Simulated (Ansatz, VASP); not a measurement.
## TaN: VASP beside Ansatz

File INCAR:

```
SYSTEM = TaN
ALGO = Normal ; EDIFF = 1E-6
ENCUT = 520 ; GGA = PS
ISIF = 2 ; ISMEAR = -1
LASPH = .TRUE. ; LCHARG = .FALSE.
LREAL = .FALSE. ; LWAVE = .FALSE.
NBANDS = 15 ; NELM = 80
PREC = Accurate ; SIGMA = 0.1
```

The input KPOINTS:

```
k-points
0
G
  12 12 10
  0 0 0
```

File POSCAR:

```
TaN
1.0
    2.9380000000      0.0000000000      0.0000000000
   -1.4690000000      2.5443830000      0.0000000000
    0.0000000000      0.0000000000      2.8830000000
Ta N
1 1
Direct
    0.3248241434      0.6666666667      0.5000000000
    0.0000000000      0.0000000000      0.0000000000
```

Input for Ansatz:

```yaml
crystal:
  lattice:
    - [2.938, 0.0, 0.0]
    - [-1.469, 2.544383, 0.0]
    - [0.0, 0.0, 2.883]
  atoms:
    - { symbol: Ta, position: [0.32482414340821425, 0.6666666666666666, 0.5] }
    - { symbol: "N", position: [0.0, 0.0, 0.0] }
basis:
  ecutwfc: 450.0
kpoints:
  mp_grid:
    grid: [12, 12, 10]
hamiltonian:
  xc: pbesol
scf:
  occupations:
    method: fermi_dirac
    width: 0.1
output:
  forces: true
```

Alike in both runs: task single point; functional PBEsol; k mesh 12 × 12 × 10; occupations fermi-dirac, width 0.1 eV; no spin polarisation.

```csv
,VASP,Ansatz
version,VASP 6.6.1,Ansatz 0.2.0
potentials or method,"VASP PAW PBE potentials, release 64 (Ta_pv, N)","plane waves, PAW"
plane-wave cutoff (eV),520,450
valence electrons in the cell,16,18
```

```tsv
	VASP	Ansatz	Ansatz less VASP
rms of the force components (eV/Å)	0.188	0.187	-0.0014
```

Atom by atom the forces differ by 0.001 eV/Å (rms over components). The functional is the same, so the differences come from potentials, cutoffs and numerics. The two sets of potentials don't hold the same shells in valence.

Caveats: the PAW data sets were made with another functional, which shifts forces and pressure a little (VASP). The runs have no spin-orbit coupling, so splittings on Ta are missing.
